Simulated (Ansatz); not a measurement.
## Generalised stacking fault in AlN

The calculation used DFT PBEsol, scalar-relativistic, plane waves, PAW (Ansatz). Cutoff 420 eV, Γ-centred 9×9×2 k-points, Gaussian smearing of 0.05 eV. No spin polarisation. Energies are free energies at this smearing, counted from the undisturbed cell; pressure is positive in compression.

The undisturbed cell (relaxed at this level; this rock-salt form isn't the usual structure):

```
Al N
1.0
     2.02262   -2.02262    0.00000
     2.02262    0.00000   -2.02262
     8.09048    8.09048    8.09048
Al N
6 6
Direct
  0.66667 0.66667 0.29167
  0.00000 0.00000 0.12500
  0.33333 0.33333 0.45833
  0.66667 0.66667 0.79167
  0.00000 0.00000 0.62500
  0.33333 0.33333 0.95833
  0.00000 0.00000 0.37500
  0.33333 0.33333 0.20833
  0.66667 0.66667 0.54167
  0.00000 0.00000 0.87500
  0.33333 0.33333 0.70833
  0.66667 0.66667 0.04167
```

The cut lies on the cell's a–b face, a (1 1 1) plane (indices in the standard cell, whose axes needn't be the Cartesian ones shown) of area 7.09 Å², between layers 1.17 Å apart. Vector c is tilted by f times 1·a + 1·b (length 4.954 Å) with the atoms' Cartesian places fixed: one unrelaxed fault a cell.

f, γ (mJ/m²) and a bar:
```
   0.0000          0
   0.0833        768 #
   0.1667       2309 ##
   0.2500       3517 ###
   0.3333       3824 ####
   0.4167       4344 ####
   0.5000       9420 #########
   0.5833      22907 #####################
   0.6667      32558 ##############################
   0.7500      22695 #####################
   0.8333       8105 #######
   0.9167       1385 #
```

Cost: 12 runs of about 3.3 core-minutes in all, on Arm Neoverse V2 (shared hosts).